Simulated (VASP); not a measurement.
## PtSe2 (Sudovikovite): relaxation of cell and atoms with PBE+D3(BJ)

PtSe2 (Sudovikovite):

```
Pt Se
1.0
     3.76445    0.00000    0.00000
    -1.88222    3.26011    0.00000
     0.00000    0.00000    4.86530
Pt Se
1 2
Cartesian
  0.0000 0.0000 0.0000
  0.0000 2.1734 1.2866
  1.8822 1.0867 3.5787
```

```json
{
 "Program": "VASP 6.6.1",
 "Task": "relaxation of cell and atoms",
 "Functional": "PBE",
 "Dispersion": "D3(BJ)",
 "Potentials or basis": "VASP PAW PBE potentials, release 64 (Pt, Se)",
 "Cutoff": "600 eV",
 "k mesh": "15 × 15 × 10",
 "Occupations": "gaussian, width 0.1 eV",
 "Spin": "no spin polarisation",
 "Dipole correction": "no",
 "Further INCAR settings": "ALGO = Fast; EDIFF = 1e-07; IBRION = 2; EDIFFG = -0.005; NSW = 100; ISIF = 3"
}
```

```
Relaxed volume                         : 19.78 Å³/atom
Relaxed cell                           : a = 3.771 Å, b = 3.771 Å, c = 4.819 Å, α = 90.00°, β = 90.00°, γ = 120.00°
Space group after relaxing (to 0.05 Å) : P-3m1 (No. 164)
Energy gained by relaxing              : 0.3 meV/atom
Ionic steps                            : 8
Pressure after relaxing                : 0.0 GPa
Band gap on the k mesh                 : none (metal or under the smearing width)
Dispersion energy per atom             : -0.491 eV
```

The path:
```tsv
step	energy change (eV)	largest force (eV/Å)	pressure (GPa)	volume (Å³)
1	0.0000	0.0016	-0.07	59.71
2	-0.0003	0.0181	0.00	59.63
3	-0.0006	0.0486	0.14	59.49
4	-0.0007	0.0176	-0.17	59.55
5	-0.0007	0.0254	-0.09	59.53
6	-0.0008	0.0185	-0.06	59.48
7	-0.0008	0.0053	0.00	59.38
8	-0.0008	0.0016	0.02	59.35
```

Final structure:
```cif
data_structure
_symmetry_space_group_name_H-M 'P 1'
_symmetry_Int_Tables_number 1
_cell_length_a 3.7711
_cell_length_b 3.7711
_cell_length_c 4.8189
_cell_angle_alpha 90.000
_cell_angle_beta 90.000
_cell_angle_gamma 120.000
_cell_volume 59.35
loop_
_atom_site_label
_atom_site_type_symbol
_atom_site_fract_x
_atom_site_fract_y
_atom_site_fract_z
_atom_site_occupancy
Pt1 Pt 0.00000 0.00000 0.00000 1
Se1 Se 0.33333 0.66667 0.26575 1
Se2 Se 0.66667 0.33333 0.73425 1
```

Levels at points of the mesh, in eV from the Fermi level:
```csv
k point,band 8,band 9,band 10,band 11,band 12,band 13,band 14,band 15
"(0.00, 0.00, 0.00)",-2.46,-0.99,-0.99,0.80,1.07,1.07,3.37,4.12
"(0.00, 0.00, 0.50)",-2.89,-1.71,-1.71,-1.69,2.34,2.34,5.01,6.54
```

It took 7.6 min on 1 thread of Intel(R) Xeon(R) 6975P-C (Granite Rapids) (shared host), peak memory 0.43 GiB.

Caveat: pairwise dispersion overbinds metals, which lowers pressure and volume. Spin-orbit coupling is left out, which matters for the levels of Pt.
